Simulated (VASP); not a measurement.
The system is BN.

```
N B
1.0
     2.49824    0.00000    0.00000
    -1.24912    2.16354    0.00000
     0.00000    0.00000    6.63570
N B
2 2
Direct
  0.66667 0.33333 0.25000
  0.33333 0.66667 0.75000
  0.66667 0.33333 0.75000
  0.33333 0.66667 0.25000
```

Base run:

* Program: VASP 6.6.1
* Functional: HSE06
* Potentials or basis: VASP PAW PBE potentials, release 64 (N, B)
* Cutoff: 520 eV
* k mesh: 8 × 8 × 4
* Occupations: gaussian, width 0.02 eV
* Spin: no spin polarisation

Its results: band gap on the k mesh 5.60 eV, indirect (least direct gap 6.10 eV); pressure 0.3 GPa.

The run is repeated on the same cell with these changes: functional from HSE06 to PBE0. What comes out?

Band gap on the k mesh 6.34 eV, indirect (least direct gap 6.84 eV); pressure 0.2 GPa.

Caveats: the PAW data sets were made with another functional, which shifts forces and pressure a little; this functional lacks dispersion, which binds the layers, so the pressure and a relaxed spacing across them are unreliable.
